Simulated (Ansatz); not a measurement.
**Si₂W: do energies and stresses tell the same story?**

Theory: DFT PBE, scalar-relativistic, plane waves, PAW (Ansatz 0.2.0).

Cutoff 420 eV; k points 18×18×18 on the computed 3-atom cell (Γ-centred); Gaussian smearing, width 0.10 eV; no spin polarisation.

Relaxed cell: I4/mmm, a = 3.229 Å, b = 3.229 Å, c = 7.867 Å, α = 90.00°, β = 90.00°, γ = 90.00°, 3 atoms in the primitive cell.

Energies at zero smearing and pressures from the stress tensor, at volumes with shape and atoms relaxed:
| V (Å³/atom) | E − E(first) (meV/atom) | P (GPa) |
| --- | --- | --- |
| 12.031 | 0.00 | 36.69 |
| 12.441 | -78.81 | 25.19 |
| 12.851 | -130.46 | 15.41 |
| 13.261 | -158.97 | 7.09 |
| 13.671 | -167.81 | 0.01 |
| 14.082 | -159.91 | -6.00 |
| 14.492 | -137.82 | -11.10 |
| 15.039 | -89.98 | -16.70 |

Q: Check P = −dE/dV between neighbouring volumes, and get the bulk modulus from the pressures alone.

A: With 1 eV/Å³ = 160.2 GPa:
```tsv
middle V (Å³/atom)	−ΔE/ΔV (GPa)	mean P (GPa)
12.236	30.787	30.939
12.646	20.174	20.301
13.056	11.139	11.250
13.466	3.452	3.549
13.877	-3.084	-2.998
14.287	-8.630	-8.554
14.765	-14.017	-13.902
```

The two differ by 0.15 GPa at most. The mean of two end pressures misses the average over a step by about ΔV² P″/12, up to 0.15 GPa here; with that taken off 0.01 GPa remains. Around V = 13.671 Å³/atom, the two neighbours give B = −V ΔP/ΔV = 13.671 × 13.09 / 0.820 = 218.2 GPa, against B0 = 216.8 GPa from the Birch–Murnaghan fit of the energies.

Spin–orbit coupling is left out, which can shift energies with elements as heavy as these.